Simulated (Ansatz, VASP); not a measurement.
# Two plane-wave programs on TiO2

```xyz
3
Lattice="0.0000 2.3726 2.3726 2.3726 0.0000 2.3726 2.3726 2.3726 0.0000" Properties=species:S:1:pos:R:3 pbc="T T T"
Ti    0.0000    0.0000    0.0000
O     1.1863    1.1863    1.1863
O     3.5589    3.5589    3.5589
```

Alike in both runs: task single point; functional r2SCAN; k mesh 8 × 8 × 8; no spin polarisation.

```csv
,VASP,Ansatz
version,VASP 6.6.1,Ansatz 0.2.0
potentials or method,"VASP PAW PBE potentials, release 64 (Ti_sv, O)","plane waves, PAW"
plane-wave cutoff (eV),520,500
occupations,"gaussian, width 0.01 eV",fixed
valence electrons in the cell,24,24
```

Ansatz gave:

* gap on the k mesh at the Fermi level (eV): 1.54
* pressure (GPa): 9.0

Q: Estimate VASP's values.

A: gap on the k mesh at the Fermi level (eV): 1.58; pressure (GPa): 10.7.

Caveats: the PAW data sets were made with another functional, which shifts forces and pressure a little (VASP). A k mesh can miss the band edges. r2SCAN opens gaps a little over a GGA but as a rule still falls short of measured ones.
